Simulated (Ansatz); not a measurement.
**Band table of W**

```
CELL_PARAMETERS angstrom
0.00000 2.00256 2.00256
2.00256 0.00000 2.00256
2.00256 2.00256 0.00000
ATOMIC_POSITIONS crystal
W 0.00000 0.00000 0.00000
```

The cell comes from COD entry 1534935, which wasn't checked; take it as a given geometry. The listed cell was then made from it by scaling, straining or moving an atom.

Spin–orbit coupling is left out, though it moves levels of the heavy atoms by tenths of an eV or more.

Level of theory: DFT, PBE, all-electron LAPW, scalar-relativistic in Ansatz 0.2.0.

Settings: a Γ-centred 14×14×14 k mesh, Fermi–Dirac smearing of 0.05 eV, basis error target 0.25 meV/atom, no spin polarisation.

Path points, in fractions of the reciprocal vectors: Γ (0.000, 0.000, 0.000), X (0.500, 0.000, 0.500), U (0.625, 0.250, 0.625), K (0.375, 0.375, 0.750), L (0.500, 0.500, 0.500), W (0.500, 0.250, 0.750). Levels in eV from the Fermi level; bands 20 to 25, counted from the lowest band of the run. The gap is zero.

```
# k(1/Å) point b20 b21 b22 b23 b24 b25
0.000 Γ -9.07 -0.57 -0.57 -0.57 2.66 2.66
0.314 - -8.48 -1.14 -0.20 -0.20 1.94 2.86
0.628 - -6.93 -2.36 0.45 0.86 0.86 3.42
0.941 - -5.46 -3.54 -0.12 2.56 2.56 4.19
1.255 - -5.40 -4.35 1.66 4.65 4.65 4.90
1.569 X -5.61 -4.63 3.21 5.19 5.98 5.98
1.680 - -5.55 -4.57 2.87 5.02 5.93 6.37
1.791 - -5.37 -4.41 2.16 4.56 5.78 7.26
1.902 - -5.11 -4.12 1.38 3.96 5.53 8.33
2.013 - -4.80 -3.75 0.62 3.33 5.21 8.60
2.123 U -4.45 -3.33 -0.07 2.72 4.81 7.87
2.316 - -4.11 -3.07 -0.69 2.14 4.86 8.09
2.508 - -3.60 -2.80 -1.53 1.62 5.00 8.98
2.700 - -3.60 -2.80 -1.53 1.62 5.00 8.98
2.892 - -4.11 -3.07 -0.69 2.14 4.86 8.09
3.084 K -4.45 -3.33 -0.07 2.72 4.81 7.87
3.417 - -3.50 -2.59 -1.60 1.33 3.37 7.19
3.750 - -4.65 -2.20 -1.42 0.85 1.84 6.16
4.082 - -6.72 -1.91 -0.25 0.56 1.25 3.71
4.415 - -8.41 -1.07 -0.28 -0.24 2.15 2.69
4.748 Γ -9.07 -0.57 -0.57 -0.57 2.66 2.66
5.020 - -8.63 -0.89 -0.37 -0.37 2.49 2.49
5.292 - -7.48 -1.46 -0.08 -0.08 2.44 2.44
5.563 - -6.25 -1.40 -0.28 -0.28 3.28 3.28
5.835 - -5.75 -0.65 -0.65 -0.19 4.57 4.57
6.107 L -5.69 -0.80 -0.80 0.74 5.22 5.22
6.329 - -5.39 -1.23 -0.54 0.36 5.12 5.85
6.550 - -4.59 -2.15 -0.45 0.22 4.84 7.27
6.772 - -3.52 -3.02 -1.26 1.22 4.62 8.89
6.994 - -3.61 -2.51 -1.83 1.52 5.28 9.41
7.216 W -3.81 -2.03 -2.03 1.33 5.99 10.52
7.373 - -4.06 -2.93 -0.98 1.75 5.99 10.14
7.530 - -4.60 -3.66 0.18 2.76 5.98 9.05
7.687 - -5.13 -4.19 1.41 3.92 5.98 7.81
7.843 - -5.49 -4.52 2.58 4.84 5.98 6.62
8.000 X -5.61 -4.63 3.21 5.19 5.98 5.98
```
